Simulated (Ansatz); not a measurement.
NaBr:
```xyz
2
Lattice="0.0000 2.8925 2.8925 2.8925 0.0000 2.8925 2.8925 2.8925 0.0000" Properties=species:S:1:pos:R:3 pbc="T T T"
Na     0.0000     0.0000     0.0000
Br     2.8925     2.8925     2.8925
```

Relaxed with LDA. Special points in fractions of this cell's reciprocal vectors: Γ (0.000, 0.000, 0.000); X (0.500, 0.000, 0.500); U (0.625, 0.250, 0.625); K (0.375, 0.375, 0.750); L (0.500, 0.500, 0.500); W (0.500, 0.250, 0.750).

Q: List the band energies nearest the valence-band maximum at these points for LDA in the plane-wave PAW code Ansatz.

A: In eV from the valence-band maximum; about four levels below and three above (degenerate sets whole), none deeper than 8.9 eV; points with the same levels are listed once.

```
k              below                above
-  -----------------  -------------------
Γ     0.00 0.00 0.00  4.08 9.71 9.71 9.71
X  -2.15 -0.80 -0.80      6.03 6.64 11.06
U  -1.85 -1.49 -0.66       6.75 8.02 9.98
L  -2.47 -0.34 -0.34       5.97 9.47 9.47
W  -1.58 -1.58 -1.02       7.59 8.78 8.78
```

Space group Fm-3m (rock salt). The LDA relaxation kept the symmetry of its start; phonons on a q-mesh show no instability. Spin–orbit coupling is left out wherever it is not named.

Potentials: the later of the program's two PAW sets.
